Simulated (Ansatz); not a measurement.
# TiAl3: tests of the settings

Aim, for TiAl3: see how the functional moves the results.

Program: Ansatz 0.2.0. Level of theory: DFT PBE, scalar-relativistic, plane waves, PAW for the base; runs at other levels say so in their headings and inputs. These are calculated values, not measurements.

1 further run of the same task is left out (set aside as unsound or not needed).

### 1 The structure to begin with

It takes space group Pmm2 (No. 25, orthorhombic). The conventional cell has a = 2.840 Å, b = 4.681 Å, c = 4.901 Å, α = 90.00°, β = 90.00°, γ = 90.00°. Around Ti (site symmetry mm2) lie 10 Al at 2.83 to 2.85 Å and 2 Ti at 2.84 Å. Around Al (site symmetry mm2) lie 4 Ti at 2.83 to 2.84 Å and 8 Al at 2.84 to 2.86 Å. Around Al (site symmetry mm2) lie 8 Al at 2.81 to 2.86 Å and 4 Ti at 2.85 Å. Al (site symmetry mm2) has 10 Al at 2.81 to 2.86 Å and 2 Ti at 2.85 Å as nearest neighbours.

Coordinates:

```
CELL_PARAMETERS angstrom
2.83968 0.00000 0.00000
0.00000 4.68126 0.00000
0.00000 0.00000 4.90074
ATOMIC_POSITIONS crystal
Ti 0.00000 0.50000 0.16592
Al 0.50000 0.50000 0.66727
Al 0.50000 0.00000 0.33091
Al 0.00000 0.00000 0.83590
```

Source of the structure: the Materials Project (structure only). It is taken as it stands there.

### 2 The base run, which the others are set against

File input.yaml:

```yaml
crystal:
  lattice:
    - [2.839677, 0.0, 0.0]
    - [0.0, 4.681264, 0.0]
    - [0.0, 0.0, 4.900742]
  atoms:
    - { symbol: Ti, position: [0.0, 0.5, 0.165916] }
    - { symbol: Al, position: [0.5, 0.5, 0.667271] }
    - { symbol: Al, position: [0.5, 0.0, 0.330912] }
    - { symbol: Al, position: [0.0, 0.0, 0.8359] }
basis:
  ecutwfc: 420
kpoints:
  mp_grid: { grid: [14, 10, 10] }
hamiltonian:
  xc: pbe
scf:
  occupations: { method: gaussian, width: 0.1 }
output:
  forces: true
  stress: true
  eigenvalues: true
  populations: true
```

It was run beforehand and gave: -1028.2836 eV/atom at zero smearing, pressure -0.05 GPa, largest force 0.045 eV/Å, no gap on the mesh, in 6 SCF cycles and 42 s.

### 3 Functional: LDA

File input.yaml:

```yaml
crystal:
  lattice:
    - [2.839677, 0.0, 0.0]
    - [0.0, 4.681264, 0.0]
    - [0.0, 0.0, 4.900742]
  atoms:
    - { symbol: Ti, position: [0.0, 0.5, 0.165916] }
    - { symbol: Al, position: [0.5, 0.5, 0.667271] }
    - { symbol: Al, position: [0.5, 0.0, 0.330912] }
    - { symbol: Al, position: [0.0, 0.0, 0.8359] }
basis:
  ecutwfc: 420
kpoints:
  mp_grid: { grid: [14, 10, 10] }
hamiltonian:
  xc: lda
scf:
  occupations: { method: gaussian, width: 0.1 }
output:
  forces: true
  stress: true
  eigenvalues: true
```

On the command line:

```sh
> ansatz run input.yaml --threads 1 --pin off --max-ram 2560MiB --backend cpu --events-out ev --progress --plain --runs-dir out
```

### 4 Functional: PBEsol

input.yaml: that of step 3 with these lines changed.

```diff
@@ -15,3 +15,3 @@
 hamiltonian:
-  xc: lda
+  xc: pbesol
 scf:
```

### 5 Functional set to r2SCAN

input.yaml: that of step 4 with these lines changed.

```diff
@@ -11,3 +11,3 @@
 basis:
-  ecutwfc: 420
+  ecutwfc: 500
 kpoints:
@@ -15,3 +15,3 @@
 hamiltonian:
-  xc: pbesol
+  xc: r2scan
 scf:
```

### 6 Functional: HSE06

input.yaml: that of step 5 with these lines changed.

```diff
@@ -11,7 +11,7 @@
 basis:
-  ecutwfc: 500
+  ecutwfc: 420
 kpoints:
-  mp_grid: { grid: [14, 10, 10] }
+  mp_grid: { grid: [8, 6, 4] }
 hamiltonian:
-  xc: r2scan
+  xc: hse06
 scf:
@@ -22 +22,5 @@
   eigenvalues: true
+  write_density: true
+  write_potential: true
+  elf: true
+  volumetric_format: npy
```

(Steps that only read results are left out.)

What results come out of these runs, taken together? Wanted: gap on the mesh.

As calculated:

```
                          quantity                                                               value
gap on the mesh (eV) by functional  PBE: metal; LDA: metal; PBEsol: metal; r2SCAN: metal; HSE06: metal
```

In words: No run finds a gap on its mesh. At this one cell the pressure rises in the order LDA, PBEsol, r2SCAN, HSE06, PBE: the lower it is, the smaller the cell that the functional prefers.
